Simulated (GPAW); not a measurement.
A run of GPAW 26.7.0 is set up as follows.

run.py

```python
from ase import Atoms
from ase.calculators.mixing import SumCalculator
from ase.filters import FrechetCellFilter
from ase.io import write
from ase.optimize import BFGS
from dftd3.ase import DFTD3
from gpaw import GPAW, PW, setup_paths

setup_paths.insert(0, '.')

atoms = Atoms(['W', 'C'],
              cell=[[2.9065, 0.0, 0.0],
                    [-1.45325, 2.5171028361, 0.0],
                    [0.0, 0.0, 2.8366]],
              scaled_positions=[[0.0, 0.0, 0.0],
                                [0.6666666667, 0.3333333333, 0.5]],
              pbc=True)

calc = GPAW(mode=PW(800),
            xc='PBEsol',
            kpts={'size': (9, 9, 8), 'gamma': True},
            occupations={'name': 'fermi-dirac', 'width': 0.05},
            nbands=19,
            convergence={'density': 1e-05, 'forces': 0.0001},
            maxiter=150,
            txt='gpaw.txt')
atoms.calc = SumCalculator([calc, DFTD3(method='pbesol', damping='d3zero')])
opt = BFGS(FrechetCellFilter(atoms), trajectory='relax.traj', logfile='-')
done = opt.run(fmax=0.02, steps=60)
calc.write('gs.gpw')
write('result.traj', atoms)
print('Converged:', done)
print('Cell:', atoms.cell.cellpar().round(4))
print('Volume:', round(atoms.get_volume(), 4))
print(atoms.get_scaled_positions().round(5))
```

Potentials or basis: PAW data sets generated in the run's folder for this functional, pw.

Run with:

```console
$ gpaw-setup -f PBEsol C W
$ OMP_NUM_THREADS=1 python run.py
```

Problem. Predict the dispersion energy per atom.

Solution. -0.292 eV.

Problem. What does it give for the relaxed volume?

Solution. 10.18 Å³/atom.

Problem. Predict the band gap on the k mesh.

Solution. None (metal or under the smearing width).

Problem. Estimate the space group after relaxing (to 0.05 Å).

Solution. P-6m2 (No. 187).

The path:
| step | energy change (eV) | largest force (eV/Å) | pressure (GPa) | volume (Å³) |
| --- | --- | --- | --- | --- |
| 1 | 0.0000 | 0.0000 | -7.69 | 20.75 |
| 2 | -0.0074 | 0.0000 | -3.51 | 20.53 |
| 3 | -0.0092 | 0.0000 | 0.07 | 20.35 |
| 4 | -0.0092 | 0.0000 | 0.02 | 20.35 |
| 5 | -0.0092 | 0.0000 | -0.01 | 20.35 |

Caveat: later steps reuse the first step's grids; pairwise dispersion overbinds metals, which lowers pressure and volume. Spin-orbit coupling is left out, which matters for the levels of W.
